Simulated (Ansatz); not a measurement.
## Computed properties of BaTe

```
Ba Te
1.0
     0.00000    3.41000    3.41000
     3.41000    0.00000    3.41000
     3.41000    3.41000    0.00000
Ba Te
1 1
Cartesian
  0.0000 0.0000 0.0000
  3.4100 3.4100 3.4100
```

Atoms are numbered in the order listed.

The cell is COD entry 1010423, as deposited and not checked against the literature; nothing was relaxed. It is an old determination, and later ones may differ.

No spin–orbit coupling, which matters for the heavy atoms here.

Levels of theory: DFT, PBEsol, all-electron LAPW, scalar-relativistic (Ansatz 0.2.0); DFT, PBEsol, PAW with Ansatz's default frozen-core files, scalar-relativistic (Ansatz 0.2.0).

For LAPW: a Γ-centred 10×10×10 k mesh, Fermi–Dirac smearing of 0.05 eV, basis error target 0.25 meV/atom, no spin polarisation. PAW takes a cutoff of 420 eV at this cell (files made with PBE, cores remade for this functional). The Ansatz runs share mesh, smearing and spin set-up. Values come from LAPW unless marked.

```json
{
 "Bader charges (from the PAW run)": "Ba1 +1.30, Te2 -1.30 e",
 "Pressure at this cell": "1.91 GPa",
 "Band gap": "1.34 eV, indirect from Γ to X (0.5, 0, 0.5)",
 "Volume per atom": "39.65 Å³"
}
```

Problem. Predict this quantity. Löwdin charges (with 0.31 e of the cell spilling out of the atomic basis, so their sizes and signs hang on that basis).

Solution. Ba1 1.57, Te2 -1.26 e.

Problem. Smallest direct gap on the path: what does the calculation give?

Solution. 1.68 eV.
